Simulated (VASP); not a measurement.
# O in VASP: a series of runs

The runs below take O through single point, molecular dynamics, with PBE+D3(BJ).

Everything below comes from runs of VASP 6.6.1. Logs are shortened: lines on timing, memory, paths and dates and some standing lists are left out, and cuts for length are marked.

### 1 The structure

The cell holds a amorphous, 12 atoms: a = 6.331 Å, b = 6.331 Å, c = 6.331 Å, α = 90.00°, β = 90.00°, γ = 90.00°.

The cell was built by a generator and needn't be a form met in nature.

### 2 Single point, PBE+D3(BJ), collinear spin, typed start

Contents of INCAR:

```
PREC = Accurate
ENCUT = 520
EDIFF = 1E-7
ISMEAR = -1
SIGMA = 0.05
LREAL = False
LASPH = True
NELM = 150
ALGO = Normal
ISIF = 2
LWAVE = False
LCHARG = False
ISPIN = 2
MAGMOM = 1 1 1 1 1 1 1 1 1 1 1 1
LORBIT = 11
GGA = PE
IVDW = 12
NBANDS = 52
```

Contents of KPOINTS:

```
Automatic mesh
0
Gamma
  1 1 1
```

Contents of POSCAR:

```
O
1.0
    6.3313630000      0.0000000000      0.0000000000
    0.0000000000      6.3313630000      0.0000000000
    0.0000000000      0.0000000000      6.3313630000
O
12
Direct
    0.0602871767      0.0495627877      0.7399670497
    0.0347950354     -0.0533376463      0.5756896264
    0.6661598774      0.5440850572      0.3955388437
    0.5112327314      0.6204509203      0.3096489650
    0.2360471197      0.4342824760      0.5913892475
    0.3290760615      0.5864771930      0.6790796863
    0.8746773799      0.1520209787      0.2010309628
    0.7098945361      0.0548065243      0.2045057281
    0.5271376795      0.1842099403      0.7758518979
    0.6139594271      0.0194270965      0.7214086446
    0.8935358785      0.6797430506      1.0241712566
    0.9064240986      0.6023189635      0.8524388824
```

Potentials or basis: VASP PAW PBE potentials, release 64 (O).

Launch:

```bash
cat potpaw_PBE.64/O/POTCAR > POTCAR
mpirun -np 1 vasp_gam > vasp.out
```

OUTCAR:

```text
PREC = Accurate
   ENCUT = 520
   EDIFF = 1E-7
   ISMEAR = -1
   LREAL = False
   LASPH = True
   NELM = 150
   ISIF = 2
   ISPIN = 2
   LORBIT = 11
   GGA = PE
   IVDW = 12
 IVDW          = 12

 ion  position               nearest neighbor table
   1  0.060  0.050  0.740-   2 1.24
   2  0.035  0.947  0.576-   1 1.24
   3  0.666  0.544  0.396-   4 1.22
   4  0.511  0.620  0.310-   3 1.22
   5  0.236  0.434  0.591-   6 1.26
   6  0.329  0.586  0.679-   5 1.26
   7  0.875  0.152  0.201-   8 1.21
   8  0.710  0.055  0.205-   7 1.21
   9  0.527  0.184  0.776-  10 1.23
  10  0.614  0.019  0.721-   9 1.23
  11  0.894  0.680  0.024-  12 1.20
  12  0.906  0.602  0.852-  11 1.20

  LATTYP: Found a simple cubic cell.
 ALAT       =     6.3313630000

  Lattice vectors:

 A1 = (   6.3313630000,   0.0000000000,   0.0000000000)
 A2 = (   0.0000000000,   6.3313630000,   0.0000000000)
 A3 = (   0.0000000000,   0.0000000000,   6.3313630000)

Analysis of symmetry for initial positions (statically):
=====================================================================
 Subroutine PRICEL returns:
 Original cell was already a primitive cell.

 Routine SETGRP: Setting up the symmetry group for a
 simple cubic supercell.

 Subroutine GETGRP returns: Found  1 space group operations
 (whereof  1 operations were pure point group operations)
 out of a pool of 48 trial point group operations.

The static configuration has the point symmetry C_1 .

Analysis of symmetry for dynamics (positions and initial velocities):
=====================================================================
 Subroutine PRICEL returns:
 Original cell was already a primitive cell.

 Routine SETGRP: Setting up the symmetry group for a
 simple cubic supercell.

 Subroutine GETGRP returns: Found  1 space group operations
 (whereof  1 operations were pure point group operations)
 out of a pool of 48 trial point group operations.

The dynamic configuration has the point symmetry C_1 .

Analysis of structural, dynamic, and magnetic symmetry:
=====================================================================
 Subroutine PRICEL returns:
 Original cell was already a primitive cell.

 Routine SETGRP: Setting up the symmetry group for a
 simple cubic supercell.

 Subroutine GETGRP returns: Found  1 space group operations
 (whereof  1 operations were pure point group operations)
 out of a pool of 48 trial point group operations.

The overall configuration has the point symmetry C_1 .

 Subroutine INISYM returns: Found  1 space group operations
 (whereof  1 operations are pure point group operations),
 and found     1 'primitive' translations

----------------------------------------------------------------------------------------

                                     Primitive cell

  volume of cell :     253.8000

  direct lattice vectors                    reciprocal lattice vectors
     6.331363000  0.000000000  0.000000000     0.157943874  0.000000000  0.000000000
     0.000000000  6.331363000  0.000000000     0.000000000  0.157943874  0.000000000
     0.000000000  0.000000000  6.331363000     0.000000000  0.000000000  0.157943874

  length of vectors
     6.331363000  6.331363000  6.331363000     0.157943874  0.157943874  0.157943874

  position of ions in fractional coordinates (direct lattice)
     0.060287177  0.049562788  0.739967050
     0.034795035  0.946662354  0.575689626
     0.666159877  0.544085057  0.395538844
     0.511232731  0.620450920  0.309648965
     0.236047120  0.434282476  0.591389247
     0.329076061  0.586477193  0.679079686
     0.874677380  0.152020979  0.201030963
     0.709894536  0.054806524  0.204505728
     0.527137680  0.184209940  0.775851898
     0.613959427  0.019427097  0.721408645
     0.893535879  0.679743051  0.024171257
     0.906424099  0.602318963  0.852438882

  ion indices of the primitive-cell ions
   primitive index   ion index
                 1           1
                 2           2
                 3           3
[... 51 lines left out ...]
   ISPIN  =      2    spin polarized calculation?
   LNONCOLLINEAR =      F non collinear calculations
   LSORBIT =      F    spin-orbit coupling
   LASPH  =      T    aspherical Exc in radial PAW
   ENCUT  =  520.0 eV  38.22 Ry    6.18 a.u.  11.77 11.77 11.77*2*pi/ulx,y,z
   NELM   =    150;   NELMIN=  2; NELMDL= -5     # of ELM steps
   EDIFF  = 0.1E-06   stopping-criterion for ELM
   LREAL  =      F    real-space projection
   EDIFFG = 0.1E-05   stopping-criterion for IOM
   NSW    =      0    number of steps for IOM
   IBRION =     -1    ionic relax: 0-MD 1-quasi-New 2-CG
   NFREE  =      0    steps in history (QN), initial steepest desc. (CG)
   ISIF   =      2    stress and relaxation
   ISYM   =      2    0-nonsym 1-usesym 2-fastsym
   POTIM  = 0.5000    time-step for ionic-motion
   TEBEG  =    0.0;   TEEND  =   0.0 temperature during run
   PSTRESS=    0.0 pullay stress
   NELECT =      72.0000    total number of electrons
   NUPDOWN=      -1.0000    fix difference up-down
   EMIN   =  10.00;   EMAX   =-10.00  energy-range for DOS
   EFERMI =   0.00;   METHOD = LEGACY
   ISMEAR =    -1;   SIGMA  =   0.05  broadening in eV -4-tet -1-fermi 0-gaus
   EFERMI_NEDOS =   21; number of points for ismear=-14 and -15
   IALGO  =     38    algorithm
   IMIX   =      4    mixing-type and parameters
     AMIX     =   0.40;   BMIX     =  1.00
     AMIX_MAG =   1.60;   BMIX_MAG =  1.00
  volume/ion in A,a.u.               =      21.15       142.73
  Fermi-wavevector in a.u.,A,eV,Ry     =   1.075693  2.032766 15.743519  1.157116
  Thomas-Fermi vector in A             =   2.211557
   LORBIT       =     11    0 simple, 1 ext, 2 COOP (PROOUT), +10 PAW based schemes
   GGA     = PE    functional components
   LHFCALC =     F    Hartree Fock is set to
   AEXX    =    0.0000 exact exchange contribution
   IVDW    =    12    specifies the selected vdW correction
   LEPSILON=     F    determine dielectric tensor
   LRPA    =     F    only Hartree local field effects (RPA)
 spin polarized calculation
  energy-cutoff  :      520.00
  volume of cell :      253.80
 maximum number of plane-waves:      3430
 NGX is ok and might be reduce to    48
   NGX = 23   NGY = 23   NGZ = 23

 number of electron      72.0000000 magnetization      11.9999984

 Free energy of the ion-electron system (eV)
  ---------------------------------------------------
  ext. energy  EPLUGINS =         0.00000000
  ---------------------------------------------------
  free energy    TOTEN  =       -58.86822589 eV

  energy without entropy =      -58.86822470  energy(sigma->0) =      -58.86822529

 E-fermi :  -2.4160     XC(G=0):  -6.4595

 val. band max:       -3.1357448880   @ k =   0.0000   0.0000   0.0000
 cond. band min:      -1.7083569947   @ k =   0.0000   0.0000   0.0000
 fundamental gap:      1.4273878933
 Fermi energy:        -2.4160097274

 spin component 1

 k-point     1 :       0.0000    0.0000    0.0000
  band No.  band energies     occupation
      1     -29.9186      1.00000
      2     -29.5716      1.00000
      3     -29.3562      1.00000
      4     -29.2584      1.00000
      5     -29.0044      1.00000
      6     -28.5845      1.00000
[... 40 lines left out ...]
     47       5.6670      0.00000
     48       5.8724      0.00000
 Fermi energy:        -2.4160097274

 spin component 2

 k-point     1 :       0.0000    0.0000    0.0000
  band No.  band energies     occupation
      1     -28.7310      1.00000
      2     -28.3709      1.00000
      3     -28.1501      1.00000
      4     -28.0456      1.00000
      5     -27.7841      1.00000
      6     -27.3482      1.00000
[... 40 lines left out ...]
     47       6.2807      0.00000
     48       6.5963      0.00000
 [bands above 48 left out]

------------------------ aborting loop because EDIFF is reached ----------------------------------------

 Edisp (eV)   -0.44220

 E8    (eV) :    -0.1050

  FORCE on cell =-STRESS in cart. coord.  units (eV):
  Direction    XX          YY          ZZ          XY          YZ          ZX
  --------------------------------------------------------------------------------------
  -------------------------------------------------------------------------------------
  Total       3.39658     0.91103     3.98009    -0.73584    -0.30670    -1.36723
  in kB      21.44179     5.75110    25.12533    -4.64520    -1.93614    -8.63099
  external pressure =       17.44 kB  Pullay stress =        0.00 kB

 VOLUME and BASIS-vectors are now :
 -----------------------------------------------------------------------------
  energy-cutoff  :      520.00
  volume of cell :      253.80
      direct lattice vectors                 reciprocal lattice vectors
     6.331363000  0.000000000  0.000000000     0.157943874  0.000000000  0.000000000
     0.000000000  6.331363000  0.000000000     0.000000000  0.157943874  0.000000000
     0.000000000  0.000000000  6.331363000     0.000000000  0.000000000  0.157943874

 POSITION                                       TOTAL-FORCE (eV/Angst)
 -----------------------------------------------------------------------------------
      0.38170      0.31380      4.68500        -0.023866     -0.268716     -0.333604
      0.22030      5.99366      3.64490         0.177883      0.245157      0.277586
      4.21770      3.44480      2.50430         0.701803     -0.317341      0.363913
      3.23680      3.92830      1.96050        -0.495802      0.384338     -0.651083
      1.49450      2.74960      3.74430         0.666197      1.474992      0.703705
      2.08350      3.71320      4.29950        -0.940993     -1.363181     -0.522197
      5.53790      0.96250      1.27280         1.427635      0.878623     -0.099956
      4.49460      0.34700      1.29480        -1.425119     -0.753869      0.102990
      3.33750      1.16630      4.91220         0.027390      0.097841      0.180877
      3.88720      0.12300      4.56750        -0.045072     -0.216253     -0.083699
      5.65730      4.30370      0.15304        -0.146072      1.200004      2.777270
      5.73890      3.81350      5.39710         0.076016     -1.361593     -2.715802
 -----------------------------------------------------------------------------------
    total drift:                               -0.000598     -0.000579      0.000341

  FREE ENERGIE OF THE ION-ELECTRON SYSTEM (eV)
  ---------------------------------------------------
  free  energy   TOTEN  =       -59.3104280034 eV

  energy  without entropy=      -59.3104268065  energy(sigma->0) =      -59.31042740

 total charge

# of ion       s       p       d       tot
------------------------------------------
    1        1.612   3.273   0.000   4.885
    2        1.612   3.273   0.000   4.885
    3        1.612   3.296   0.000   4.909
    4        1.612   3.296   0.000   4.909
    5        1.613   3.243   0.000   4.856
    6        1.612   3.246   0.000   4.858
    7        1.612   3.310   0.000   4.922
    8        1.612   3.311   0.000   4.923
    9        1.613   3.286   0.000   4.898
   10        1.611   3.287   0.000   4.899
   11        1.613   3.338   0.000   4.951
   12        1.613   3.337   0.000   4.950
--------------------------------------------------
tot         19.349  39.495   0.000  58.844

 magnetization (x)

# of ion       s       p       d       tot
------------------------------------------
    1        0.011   0.803   0.000   0.814
    2        0.011   0.804   0.000   0.814
    3        0.011   0.796   0.000   0.807
    4        0.010   0.802   0.000   0.813
    5        0.011   0.807   0.000   0.819
    6        0.010   0.805   0.000   0.815
    7        0.011   0.799   0.000   0.809
    8        0.011   0.799   0.000   0.809
    9        0.010   0.801   0.000   0.811
   10        0.010   0.801   0.000   0.811
   11        0.010   0.794   0.000   0.804
   12        0.010   0.796   0.000   0.806
--------------------------------------------------
tot          0.126   9.607   0.000   9.733
```

Wall time 22 s (1 thread of Intel Xeon 6975P-C (Granite Rapids), shared host); peak memory 0.37 GiB.

Results:

```yaml
Free_energy: -59.3104 eV
Pressure: 1.7 GPa
Largest_force: 3.039 eV/Å
Band_gap_on_the_k_mesh: 1.43 eV, direct
Net_moment: 12.00 μB per cell
Site_moments: O +0.81, +0.82, +0.80 μB
Valence_electrons_inside_the_program's_atomic_spheres: O 4.88, 4.91, 4.86, 4.92, 4.90, 4.95
Dispersion_energy_per_atom: -0.037 eV
```

Forces on the atoms (eV/Å):
```
O   -0.024 -0.269 -0.334
O    0.178  0.245  0.278
O    0.702 -0.317  0.364
O   -0.496  0.384 -0.651
O    0.666  1.475  0.704
O   -0.941 -1.363 -0.522
O    1.428  0.879 -0.100
O   -1.425 -0.754  0.103
O    0.027  0.098  0.181
O   -0.045 -0.216 -0.084
O   -0.146  1.200  2.777
O    0.076 -1.362 -2.716
```

Stress tensor (GPa, compression positive):
```
 2.14 -0.46 -0.86
-0.46  0.58 -0.19
-0.86 -0.19  2.51
```

Caveat: the standard files for N, O and F lose accuracy on very short bonds. Expect the measured gap to be larger: semilocal functionals such as PBE lack the derivative discontinuity.

### 3 Molecular dynamics, PBE+D3(BJ), collinear spin, typed start

Contents of INCAR:

```
SYSTEM = O
PREC     = Accurate       ! precision mode
ENCUT    = 520            ! plane-wave cutoff, eV
EDIFF    = 1E-5           ! SCF threshold, eV
ISMEAR   = -1             ! smearing method
SIGMA    = 0.05           ! smearing width, eV
LREAL    = .FALSE.        ! projectors in reciprocal space
LASPH    = .TRUE.         ! aspherical terms in the spheres
NELM     = 150            ! most SCF steps
ALGO     = Normal         ! electronic algorithm
ISIF     = 2              ! what is computed and relaxed
LWAVE    = .FALSE.        ! write WAVECAR
LCHARG   = .FALSE.        ! write CHGCAR
ISPIN    = 2              ! spin polarisation
MAGMOM   = 1 1 1 1 1 1 1 1 1 1 1 1 ! initial moments
LORBIT   = 11             ! projections on sites
GGA      = PE             ! functional
IVDW     = 12             ! dispersion correction
NBANDS   = 52             ! bands
IBRION   = 0              ! ionic algorithm
NSW      = 40             ! ionic steps
POTIM    = 1.0            ! step
TEBEG    = 300.0        
TEEND    = 300.0        
ISYM     = 0            
NELMIN   = 4            
RANDOM_SEED= 729024 0 0   
MDALGO   = 3            
LANGEVIN_GAMMA= 50
```

Contents of KPOINTS:

```
regular mesh
0
G
  1 1 1
  0 0 0
```

Contents of POSCAR:

```
O
1.0
    6.3313630000      0.0000000000      0.0000000000
    0.0000000000      6.3313630000      0.0000000000
    0.0000000000      0.0000000000      6.3313630000
O
12
Direct
    0.1019788800     -0.0289630600      0.7677669500
    0.0713197100     -0.0832169700      0.5858856100
    0.6282828600      0.5413768600      0.3843318200
    0.4672897400      0.6402902500      0.3424306000
    0.1979206000      0.4262426800      0.5649867800
    0.2255475200      0.5408469200      0.7174712300
    0.8632324300      0.1746197800      0.2158353600
    0.7219722700      0.0409308600      0.1760207600
    0.5550332500      0.0838221000      0.7404927000
    0.6111641500     -0.0862555200      0.6762235700
    0.9470760700      0.6523166800      1.0858505500
    0.8391157000      0.5818605700      0.9401204300
```

Potentials or basis: VASP PAW PBE potentials, release 64 (O).

Launch:

```bash
cat potpaw_PBE.64/O/POTCAR > POTCAR
mpirun -np 1 vasp_gam > vasp.out
```

It took 5.5 min on 1 thread of Intel Xeon 6975P-C (Granite Rapids), shared host; peak memory 0.42 GiB.

It converged, with:

| Item | Value |
| --- | --- |
| Valence electrons inside the program's atomic spheres | O 4.88, 4.87, 4.91, 4.92, 4.94, 4.95 |
| Dispersion energy per atom | -0.037 eV |

The path:
```csv
step,potential energy change (eV),largest force (eV/Å),pressure (GPa),volume (Å³),temperature (K)
1,0.0000,2.2336,1.48,253.80,288
2,0.0347,2.7197,1.99,253.80,235
3,0.0539,2.8277,2.24,253.80,245
4,0.0514,2.4642,2.22,253.80,288
5,0.0335,2.3590,2.00,253.80,323
6,0.0064,1.9118,1.51,253.80,350
7,-0.0176,1.3184,1.14,253.80,349
8,-0.0293,0.9759,0.79,253.80,350
9,-0.0249,1.6374,0.33,253.80,364
10,-0.0062,2.1906,0.00,253.80,363
11,0.0155,2.4008,-0.25,253.80,322
12,0.0297,2.3736,-0.35,253.80,285
13,0.0421,2.2150,-0.43,253.80,285
14,0.0496,2.3249,-0.41,253.80,299
15,0.0531,2.4895,-0.21,253.80,320
16,0.0555,2.5627,0.02,253.80,342
17,0.0634,2.5207,0.24,253.80,373
18,0.0811,2.3791,0.52,253.80,385
19,0.1008,3.5177,0.85,253.80,352
20,0.0928,4.0398,0.94,253.80,340
21,0.0794,4.1911,1.01,253.80,320
22,0.0616,4.0081,1.03,253.80,274
23,0.0439,3.4329,0.97,253.80,271
24,0.0290,2.3042,0.89,253.80,265
25,0.0354,2.0835,0.81,253.80,240
26,0.0508,2.3830,0.83,253.80,263
27,0.0774,2.6821,0.80,253.80,303
28,0.1045,2.8679,0.85,253.80,296
29,0.1264,2.8144,0.89,253.80,249
30,0.1289,3.1597,0.92,253.80,255
31,0.1260,3.3919,0.93,253.80,280
32,0.1040,3.3371,0.73,253.80,295
33,0.0833,3.0814,0.40,253.80,310
34,0.0771,2.6865,0.11,253.80,312
35,0.0822,2.1353,-0.12,253.80,291
36,0.0808,2.3846,-0.15,253.80,309
37,0.0834,2.5032,0.05,253.80,327
38,0.0864,2.4613,0.29,253.80,326
39,0.0864,2.2352,0.61,253.80,314
40,0.0866,2.2165,1.00,253.80,272
```

Caveat: the standard files for N, O and F lose accuracy on very short bonds.
